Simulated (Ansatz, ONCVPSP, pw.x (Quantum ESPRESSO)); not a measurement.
From atom to crystal: ONCV potential for zirconium (Zr)

Zr (Z = 40), optimised norm-conserving Vanderbilt (ONCV), made with ONCVPSP 4.0.1.1 (patched build) (PBEsol, scalar-relativistic). Core [Ar] 3d10, reference 4s2 4p6 4d2 5s2. Waves: 4s+5s: rc 2.15 bohr, ncon 4, nbas 8, qcut 4.8 1/bohr, 2 projectors; 4p: rc 2.10 bohr, ncon 3, nbas 6, qcut 7 1/bohr, 1 projector; 4d: rc 2.85 bohr, ncon 5, nbas 10, qcut 4.8 1/bohr, 2 projectors, debl 0.8 Ha. Local part: polynomial inside 2.05 bohr (lpopt 5, dvloc0 2 Ha). Core correction: Teter function fitted to the true core (icmod 2), fcfact 0.5.

Atomic tests: cutoffs needed: 9.8 Ha and 12 Ha (the cutoffs (Ha) at which the residual kinetic energy of the hardest occupied pseudo-wave falls to 1 and 0.1 mHa per electron); ghost test: no bound ghost flagged; no localised positive-energy state flagged; largest excitation error: +19 meV (all-electron minus pseudo) for 4s2 4p6 4d1 5s0, out of 4 test configurations.

Crystal test: bcc Zr in pw.x 7.5, no spin, 13³ k-points, Fermi–Dirac smearing 0.01 Ry, cutoffs 50/200 Ry. The lattice is a test structure that the element need not adopt, and mesh and smearing are coarse.

pw.x input:

```
&control
  calculation='scf', prefix='x', pseudo_dir='./', outdir='./tmp', tstress=.true., disk_io='low'
/
&system
  ibrav=0, nat=1, ntyp=1, ecutwfc=50, ecutrho=200, nbnd=14,
  occupations='smearing', smearing='fd', degauss=0.01
/
&electrons
  conv_thr=1e-09, mixing_beta=0.4, electron_maxstep=70
/
ATOMIC_SPECIES
Zr 1.0 Zr.UPF
CELL_PARAMETERS angstrom
  -1.76986880 1.76986880 1.76986880
  1.76986880 -1.76986880 1.76986880
  1.76986880 1.76986880 -1.76986880
ATOMIC_POSITIONS crystal
Zr 0.0000 0.0000 0.0000
K_POINTS automatic
13 13 13 0 0 0
```

```bash
pw.x < Zr.scf.in > Zr.scf.out
```

**Question.** How does the run end?

**Answer.** It converges; the pressure is -0.09 GPa against -0.86 GPa from all-electron LAPW.  The log shows:

```
Message from routine setup:
     using ibrav=0 with symmetry is DISCOURAGED, use correct ibrav instead
     lattice parameter (alat)  =       5.7930  a.u.
     unit-cell volume          =     149.6511 (a.u.)^3
     number of electrons       =        12.00
     number of Kohn-Sham states=           14
     kinetic-energy cutoff     =      50.0000  Ry
     charge density cutoff     =     200.0000  Ry
     scf convergence threshold =      1.0E-09
     Exchange-correlation= PBESOL
     number of k points=    84  Fermi-Dirac smearing, width (Ry)=  0.0100
     iteration #  1     ecut=    50.00 Ry     beta= 0.40
     total energy              =    -111.77113136 Ry
     estimated scf accuracy    <       0.01153633 Ry
     iteration #  2     ecut=    50.00 Ry     beta= 0.40
     total energy              =    -111.77139024 Ry
     estimated scf accuracy    <       0.00135519 Ry
     iteration #  3     ecut=    50.00 Ry     beta= 0.40
     total energy              =    -111.77163687 Ry
     estimated scf accuracy    <       0.00004235 Ry
     iteration #  4     ecut=    50.00 Ry     beta= 0.40
     total energy              =    -111.77163821 Ry
     estimated scf accuracy    <       0.00000142 Ry
     iteration #  5     ecut=    50.00 Ry     beta= 0.40
     total energy              =    -111.77163848 Ry
     estimated scf accuracy    <       0.00000006 Ry
     iteration #  6     ecut=    50.00 Ry     beta= 0.40
     the Fermi energy is    14.4040 ev
!    total energy              =    -111.77163848 Ry
     estimated scf accuracy    <          1.7E-10 Ry
     smearing contrib. (-TS)   =      -0.00767268 Ry
     The total energy is F=E-TS. E is the sum of the following terms:
     one-electron contribution =     -16.89182258 Ry
     hartree contribution      =      13.81744175 Ry
     xc contribution           =     -30.34617478 Ry
     ewald contribution        =     -78.34341020 Ry
     convergence has been achieved in   6 iterations
          total   stress  (Ry/bohr**3)                   (kbar)     P=       -0.91
```
